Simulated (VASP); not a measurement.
# Which native defect does CuTe form most easily?, part 7 of 8

Aim: formation energies of the vacancies and antisites of CuTe, in the two limits of its composition. The start is a cell from a database of measured crystal structures.

VASP 6.6.1, plane waves and PAW; the level of theory is named at each step.

So far, formation energy of the neutral defect (eV): step 7 (this defect's formation energies, 31 atoms, defect vacancy …) 0.393; step 9 (Cu16Te15, element Te, defect Te vacancy) 1.34.

## 10. The defect cell, 32 atoms, defect Cu on the Te site

This step: PBEsol, spin-polarised, with small moments to start from; plane waves and PAW (Cu, Te) (VASP 6.6.1).

System of this step: Cu17Te15. The cell holds 32 atoms: 17 Cu and 15 Te. Cell: a = 8.567 Å, b = 8.567 Å, c = 17.134 Å, α = 134.9°, β = 125.2°, γ = 73.6°. It derives from CuTe. Nearest the centre at fractional (0.637, 0.637, 0.250): Cu1 at 0.00 Å, Cu2 at 2.58 Å, Cu4 at 2.58 Å, Cu10 at 2.66 Å, Cu13 at 2.66 Å, Te24 at 3.28 Å, Te20 at 3.28 Å, Te23 at 3.94 Å.

INCAR reads:

```
SYSTEM = Cu17Te15
PREC = Normal
ENCUT = 300
EDIFF = 1E-05
NELM = 120
ISMEAR = 1
SIGMA = 0.2
LREAL = Auto
ALGO = Fast
GGA = PS
ISPIN = 2
MAGMOM = 0.6 0.6 0 0.6 0 0 0 0 0 0.6 0 0 0 0 0 0 0 0 0 0 0 0 0 0 0 0 0 0 0 0 0 0
LMAXMIX = 4
LORBIT = 11
LWAVE = .FALSE.
LCHARG = .TRUE.
KPAR = 4
NCORE = 2
IBRION = 2
NSW = 50
ISIF = 2
EDIFFG = -0.03
POTIM = 0.4
MAXMIX = 40
ISYM = 2
```

POSCAR reads:

```
Cu17Te15
1.0
   -3.2835869093      3.9448573252      6.8595590234
    3.2835869093     -3.9448573252      6.8595590234
    6.5671738186      7.8897146504    -13.7191180468
Cu Te
17 15
Direct
    0.6365031700      0.6365031700      0.2500000000
    0.2657645400      0.5157645400      0.1250000000
    0.7657645400      0.0157645400      0.1250000000
    0.7657645400      0.5157645400      0.3750000000
    0.2657645400      0.0157645400      0.3750000000
    0.2657645400      0.5157645400      0.6250000000
    0.7657645400      0.0157645400      0.6250000000
    0.7657645400      0.5157645400      0.8750000000
    0.2657645400      0.0157645400      0.8750000000
    0.4842354600      0.2342354600      0.1250000000
    0.9842354600      0.7342354600      0.1250000000
    0.9842354600      0.2342354600      0.3750000000
    0.4842354600      0.7342354600      0.3750000000
    0.4842354600      0.2342354600      0.6250000000
    0.9842354600      0.7342354600      0.6250000000
    0.9842354600      0.2342354600      0.8750000000
    0.4842354600      0.7342354600      0.8750000000
    0.1365031700      0.1365031700      0.2500000000
    0.1365031700      0.6365031700      0.5000000000
    0.6365031700      0.1365031700      0.5000000000
    0.6365031700      0.6365031700      0.7500000000
    0.1365031700      0.1365031700      0.7500000000
    0.1365031700      0.6365031700      0.0000000000
    0.6365031700      0.1365031700      0.0000000000
    0.1134968300      0.1134968300      0.0000000000
    0.6134968300      0.6134968300      0.0000000000
    0.6134968300      0.1134968300      0.2500000000
    0.1134968300      0.6134968300      0.2500000000
    0.1134968300      0.1134968300      0.5000000000
    0.6134968300      0.6134968300      0.5000000000
    0.6134968300      0.1134968300      0.7500000000
    0.1134968300      0.6134968300      0.7500000000
```

KPOINTS reads:

```
Automatic mesh
0
Gamma
4 4 4
0 0 0
```

The projector-augmented-wave data sets are Cu and Te (PBE family, release 64).

Command:

```bash
$ mpirun -np 8 vasp_std
```

The log of the run:

```text
[banner, memory and clock lines left out]
running    8 mpi-ranks, on    1 nodes
[...]
[... a notice as in an earlier step ...]

 LDA part: xc-table for (Slater+PW92), standard interpolation
 POSCAR, INCAR and KPOINTS ok, starting setup
[...]
entering main loop
       N       E                     dE             d eps       ncg     rms          rms(c)
DAV:   1     0.213048928743E+04    0.21305E+04   -0.76231E+04 24048   0.124E+03
DAV:   2     0.159503391074E+03   -0.19710E+04   -0.19145E+04 24048   0.359E+02
DAV:   3    -0.117432852697E+03   -0.27694E+03   -0.25862E+03 28311   0.164E+02
DAV:   4    -0.142102171619E+03   -0.24669E+02   -0.23896E+02 37592   0.534E+01
[...]
RMM:  17    -0.125843457660E+03    0.13521E-03   -0.45879E-04 25580   0.787E-02    0.281E-02
RMM:  18    -0.125843494837E+03   -0.37176E-04   -0.41866E-04 27881   0.486E-02    0.504E-02
RMM:  19    -0.125843485113E+03    0.97239E-05   -0.58171E-05 20195   0.313E-02
   1 F= -.12584349E+03 E0= -.12584329E+03  d E =-.125843E+03  mag=    -0.0012
[... from here on, the cycles between the ionic steps are left out ...]
   2 F= -.12592982E+03 E0= -.12592967E+03  d E =-.863317E-01  mag=    -0.0004
   3 F= -.12603732E+03 E0= -.12603697E+03  d E =-.193830E+00  mag=    -0.0001
   4 F= -.12603794E+03 E0= -.12603763E+03  d E =-.194453E+00  mag=     0.0000
   5 F= -.12606155E+03 E0= -.12606151E+03  d E =-.236105E-01  mag=     0.0005
   6 F= -.12608922E+03 E0= -.12608953E+03  d E =-.512802E-01  mag=     0.0002
   7 F= -.12606246E+03 E0= -.12606308E+03  d E =-.245239E-01  mag=    -0.0006
   8 F= -.12609328E+03 E0= -.12609370E+03  d E =-.553380E-01  mag=     0.0001
   9 F= -.12611646E+03 E0= -.12611676E+03  d E =-.231885E-01  mag=    -0.0001
  10 F= -.12617177E+03 E0= -.12617190E+03  d E =-.784940E-01  mag=    -0.0005
  11 F= -.12622038E+03 E0= -.12622158E+03  d E =-.127102E+00  mag=    -0.0001
  12 F= -.12623288E+03 E0= -.12623405E+03  d E =-.125067E-01  mag=     0.0001
  13 F= -.12626709E+03 E0= -.12626792E+03  d E =-.467074E-01  mag=    -0.0005
  14 F= -.12630637E+03 E0= -.12630590E+03  d E =-.859953E-01  mag=     0.0001
  15 F= -.12634231E+03 E0= -.12634167E+03  d E =-.359386E-01  mag=     0.0002
  16 F= -.12641644E+03 E0= -.12641528E+03  d E =-.110072E+00  mag=     0.0001
  17 F= -.12642519E+03 E0= -.12642309E+03  d E =-.118817E+00  mag=    -0.0001
  18 F= -.12644360E+03 E0= -.12644190E+03  d E =-.137225E+00  mag=    -0.0000
  19 F= -.12647660E+03 E0= -.12647490E+03  d E =-.330035E-01  mag=     0.0000
[...]
hard stop encountered!  aborting job ...
[...]
|     The electronic self-consistency was not achieved in the given           |
[...]
soft stop encountered!  aborting job ...
  20 F= -.12652288E+03 E0= -.12652119E+03  d E =-.505135E-02  mag=     0.0000
 deleting file STOPCAR
```

Wall time 51 min (8 MPI ranks of Intel Xeon 6975P-C (Granite Rapids), shared host); peak memory 9.2 GiB.

Relaxation path:

```
step  energy less that of the first step (eV)  largest force (eV/Å)
   1                                   0.0000                0.8528
   2                                  -0.0863                0.6949
   3                                  -0.1938                0.2388
   4                                  -0.1945                0.2599
   5                                  -0.2181                0.2446
   6                                  -0.2457                0.2276
   7                                  -0.2190                0.5961
   8                                  -0.2498                0.2261
   9                                  -0.2730                0.2300
  10                                  -0.3283                0.2625
  11                                  -0.3769                0.5459
  12                                  -0.3894                0.5469
  13                                  -0.4236                0.5474
  14                                  -0.4629                0.5471
  15                                  -0.4988                0.4418
  16                                  -0.5730                0.2374
  17                                  -0.5817                0.4421
  18                                  -0.6001                0.2805
  19                                  -0.6331                0.2119
```

The atoms that moved most (Å):

```
atom      dx      dy      dz  length
Te20  -0.640   0.006   0.062   0.643
Te24   0.636  -0.004   0.062   0.640
Cu13  -0.152  -0.001  -0.124   0.196
Cu10   0.148   0.001  -0.122   0.192
Cu14  -0.075  -0.003   0.158   0.175
 Cu1  -0.004   0.001  -0.173   0.173
Cu17   0.078  -0.003   0.151   0.170
 Cu5  -0.103   0.034   0.048   0.118
```

The relaxed structure:

```
Cu Te
1.0
    -3.28359    3.94486    6.85956
     3.28359   -3.94486    6.85956
     6.56717    7.88971  -13.71912
Cu Te
17 15
Cartesian
  1.6381 1.9732 5.1291
  1.6364 -0.0454 3.5851
  -1.5389 3.9141 3.6923
  1.6468 3.9883 3.5896
  1.5393 3.9792 -3.1652
  4.9268 3.9015 -3.1535
  1.5373 7.8556 -3.1761
  4.9271 7.9380 -3.1619
  5.0296 7.9265 -10.0359
  0.1482 1.9734 3.0918
  0.0315 1.9555 10.0431
  -0.0257 5.9281 3.1908
  3.1319 1.9710 3.0893
  3.2088 5.9142 -3.4876
  3.3181 5.9276 3.1832
  3.2449 9.8481 -3.6798
  6.6454 5.9141 -3.4953
  1.6384 1.9734 -1.5328
  4.9211 1.8867 -1.5342
  1.0015 5.9229 -1.4949
  4.9303 5.9196 -1.5339
  4.9232 5.9197 -8.4063
  1.6414 -1.8823 5.3147
  -1.0053 1.9688 5.3644
  0.0096 -0.0328 1.4601
  0.0601 -0.0766 8.4670
  -0.0040 3.9829 1.4745
  3.2945 -0.0378 1.4737
  3.2303 4.0194 -5.2489
  3.2698 3.9799 1.4618
  3.2363 7.8090 -5.2499
  6.6133 4.0197 -5.2545
```

The stop cut the electronic loop of the last step short, so that step is set aside; the step before it may be unsound too where the loop had begun to diverge.

The run met its time limit with a largest force of 0.21 eV/Å at its last finished step, so it is continued.

## 11. Going on with the relaxation

The relaxation goes on from where it stopped.

INCAR, as its differences from that of step 10:

```diff
@@ -22,3 +22,3 @@
 EDIFFG = -0.03
-POTIM = 0.4
+POTIM = 0.25
 MAXMIX = 40
```

POSCAR reads:

```
Cu17Te15
1.0
   -3.2835869093      3.9448573252      6.8595590234
    3.2835869093     -3.9448573252      6.8595590234
    6.5671738186      7.8897146504    -13.7191180468
Cu Te
17 15
Direct
    0.6239654156      0.6233055482      0.2497692651
    0.2555643903      0.5105049024      0.1217137437
    0.7652408749      0.0348109733      0.1308898203
    0.7671627963      0.5124151761      0.3781380629
    0.2736465914      0.0036777251      0.3693739370
    0.2646405227      0.5203573385      0.6223585225
    0.7641718388      0.0025820939      0.6148844233
    0.7756446942      0.5197808024      0.8781899389
    0.2731356981      0.0343365251      0.8852647294
    0.4754944917      0.2479329553      0.1363465674
    0.9799042534      0.7368444805      0.1263230521
    0.9839501734      0.2286578624      0.3737259896
    0.4749996008      0.7020845691      0.3633594461
    0.4953925245      0.2344029058      0.6191117662
    0.9833405217      0.7372817827      0.6282819425
    0.9800041122      0.2258895090      0.8711688918
    0.4948146154      0.7571399192      0.8807529667
    0.1383920653      0.1377538107      0.2498015903
    0.1273110000      0.6375237080      0.4942438695
    0.6417375137      0.0435285236      0.4516010458
    0.6384822568      0.6389396814      0.7505170311
    0.1375581222      0.1369233869      0.7499865081
    0.1488107641      0.6373323351      0.0056781568
    0.6405529800      0.2379377196      0.0482281310
    0.1022714806      0.1078989864      0.9986555628
    0.6074575226      0.6263144517      0.9997180541
    0.6122966538      0.1068623651      0.2521004657
    0.1026335715      0.6090880587      0.2484418212
    0.1268492744      0.1092876428      0.5006681370
    0.6109914990      0.6044534948      0.5011683565
    0.6071035765      0.1101247829      0.7412823346
    0.1264786040      0.6240259830      0.7582558699
```

KPOINTS is that of step 10.

Command:

```bash
$ mpirun -np 8 vasp_std
```

The log of the run:

```text
[... set-up lines as in an earlier step ...]
 entering main loop
       N       E                     dE             d eps       ncg     rms          rms(c)
DAV:   1     0.212633574695E+04    0.21263E+04   -0.76181E+04 24048   0.124E+03
DAV:   2     0.157597814908E+03   -0.19687E+04   -0.19125E+04 24048   0.358E+02
DAV:   3    -0.118290222101E+03   -0.27589E+03   -0.25753E+03 28381   0.163E+02
DAV:   4    -0.142837945417E+03   -0.24548E+02   -0.23809E+02 37512   0.534E+01
[...]
RMM:  19    -0.126476614329E+03    0.13509E-04   -0.57563E-05 21613   0.362E-02    0.251E-02
RMM:  20    -0.126476601167E+03    0.13162E-04   -0.48181E-05 18636   0.195E-02    0.506E-03
RMM:  21    -0.126476602545E+03   -0.13783E-05   -0.24969E-05 15385   0.156E-02
   1 F= -.12647660E+03 E0= -.12647490E+03  d E =-.126477E+03  mag=    -0.0004
[... from here on, the cycles between the ionic steps are left out ...]
   2 F= -.12648776E+03 E0= -.12648612E+03  d E =-.111568E-01  mag=     0.0005
   3 F= -.12650737E+03 E0= -.12650588E+03  d E =-.307654E-01  mag=     0.0002
   4 F= -.12651003E+03 E0= -.12650882E+03  d E =-.334318E-01  mag=    -0.0002
   5 F= -.12651499E+03 E0= -.12651365E+03  d E =-.383828E-01  mag=     0.0001
   6 F= -.12652914E+03 E0= -.12652773E+03  d E =-.141517E-01  mag=     0.0004
   7 F= -.12655860E+03 E0= -.12655700E+03  d E =-.436192E-01  mag=     0.0005
   8 F= -.12656053E+03 E0= -.12655865E+03  d E =-.455433E-01  mag=     0.0000
   9 F= -.12656877E+03 E0= -.12656700E+03  d E =-.537874E-01  mag=     0.0000
  10 F= -.12658528E+03 E0= -.12658329E+03  d E =-.165088E-01  mag=    -0.0002
  11 F= -.12660862E+03 E0= -.12660605E+03  d E =-.398435E-01  mag=     0.0003
  12 F= -.12662488E+03 E0= -.12662211E+03  d E =-.162599E-01  mag=    -0.0001
  13 F= -.12664512E+03 E0= -.12664183E+03  d E =-.365005E-01  mag=    -0.0002
  14 F= -.12665803E+03 E0= -.12665480E+03  d E =-.129161E-01  mag=    -0.0000
  15 F= -.12666048E+03 E0= -.12665729E+03  d E =-.153596E-01  mag=     0.0001
  16 F= -.12666045E+03 E0= -.12665726E+03  d E =-.153377E-01  mag=     0.0000
  17 F= -.12666050E+03 E0= -.12665730E+03  d E =-.153824E-01  mag=    -0.0000
  18 F= -.12666048E+03 E0= -.12665728E+03  d E =-.153645E-01  mag=    -0.0000
  19 F= -.12666577E+03 E0= -.12666271E+03  d E =-.528486E-02  mag=    -0.0000
  20 F= -.12666871E+03 E0= -.12666582E+03  d E =-.822612E-02  mag=    -0.0001
[...]
hard stop encountered!  aborting job ...
[...]
soft stop encountered!  aborting job ...
  21 F= -.12667075E+03 E0= -.12666798E+03  d E =-.829363E-02  mag=    -0.0003
 deleting file STOPCAR
```

Wall time 51 min (8 MPI ranks); peak memory 9.2 GiB.

Relaxation path:

```
step  energy less that of the first step (eV)  largest force (eV/Å)
   1                                   0.0000                0.2111
   2                                  -0.0112                0.1870
   3                                  -0.0308                0.1273
   4                                  -0.0334                0.4804
   5                                  -0.0384                0.3056
   6                                  -0.0525                0.2362
   7                                  -0.0820                0.1225
   8                                  -0.0839                0.4253
   9                                  -0.0922                0.2131
  10                                  -0.1087                0.1668
  11                                  -0.1320                0.1667
  12                                  -0.1483                0.1389
  13                                  -0.1685                0.1677
  14                                  -0.1814                0.0847
  15                                  -0.1839                0.0914
  16                                  -0.1839                0.0787
  17                                  -0.1839                0.0868
  18                                  -0.1839                0.0806
  19                                  -0.1892                0.0625
  20                                  -0.1921                0.0745
```

The atoms that moved most (Å):

```
atom      dx      dy      dz  length
Cu17   0.126  -0.006   0.244   0.275
Cu14  -0.134   0.013   0.232   0.269
Cu10   0.077  -0.025  -0.180   0.197
Cu13  -0.071   0.022  -0.181   0.196
Te25   0.090  -0.141  -0.048   0.174
Te30  -0.089   0.139  -0.051   0.173
Te26   0.040  -0.137   0.097   0.172
Te29  -0.046   0.136   0.085   0.167
```

The relaxed structure:

```
Cu Te
1.0
    -3.28359    3.94486    6.85956
     3.28359   -3.94486    6.85956
     6.56717    7.88971  -13.71912
Cu Te
17 15
Direct
  0.61378 0.61505 0.25005
  0.24743 0.51377 0.12049
  0.76679 0.06107 0.14196
  0.77261 0.50751 0.37964
  0.27697 0.98362 0.35837
  0.27467 0.51696 0.62637
  0.76323 0.97736 0.60720
  0.76471 0.52125 0.87357
  0.26327 0.04773 0.89248
  0.45923 0.24662 0.14066
  0.97054 0.75055 0.12700
  0.99565 0.21725 0.37309
  0.46459 0.67812 0.35938
  0.51394 0.23088 0.60969
  0.99520 0.73808 0.63455
  0.96938 0.22526 0.86511
  0.51186 0.79413 0.88997
  0.14118 0.14165 0.25006
  0.13653 0.63266 0.49832
  0.64587 0.02516 0.44944
  0.64379 0.64295 0.74967
  0.13660 0.13595 0.75037
  0.13664 0.64007 0.00226
  0.62645 0.24739 0.05061
  0.08094 0.11803 0.99656
  0.59725 0.63943 0.99407
  0.62118 0.10397 0.25740
  0.08857 0.60688 0.24252
  0.15031 0.10847 0.50583
  0.62490 0.58718 0.50323
  0.59739 0.11533 0.73379
  0.14855 0.62970 0.76629
```

The stop cut the electronic loop of the last step short, so that step is set aside; the step before it may be unsound too where the loop had begun to diverge.

The run met its time limit with a largest force of 0.07 eV/Å at its last finished step, short of the threshold. The session uses it under a looser, picked bar, without proof that a minimum is near.

## 12. This defect's formation energies, 32 atoms, defect substitution, element Te

This step: point defect, PBEsol; plane waves and PAW (VASP 6.6.1).

No new run; the numbers come from the runs before.

The formation energy is the energy of the relaxed defect cell less that of the perfect cell, with each removed atom booked to its reference and each added atom taken from it.

References, in eV an atom: Cu -4.316 (crystal Fm-3m) and Te -3.525 (crystal P3_121). They were run at the supercell's cutoff and functional, without U, and count both elements from their own phases.

The formation energy is 1.119 eV, and the largest move of an atom 0.73 Å.

(Continued in part 8 of 8.)

[Lines on the potential files, build, host, timing and source positions are cut from VASP's logs without a mark.]

[Logs are printed without paths, hosts, clocks, repeated set-up lines and the standing remarks that a program may print on its own settings, such as how far it seeks lower states.]

[Hosts, paths, dates, database ids (printed as entryN), source tags and the programs' standing remarks are cut or masked in the printed files.]

[In band tables of VASP the shares of atoms and orbitals are scaled to a sum of 1 inside the atoms' spheres.]

[Runs that stopped without an error message from VASP are left out.]
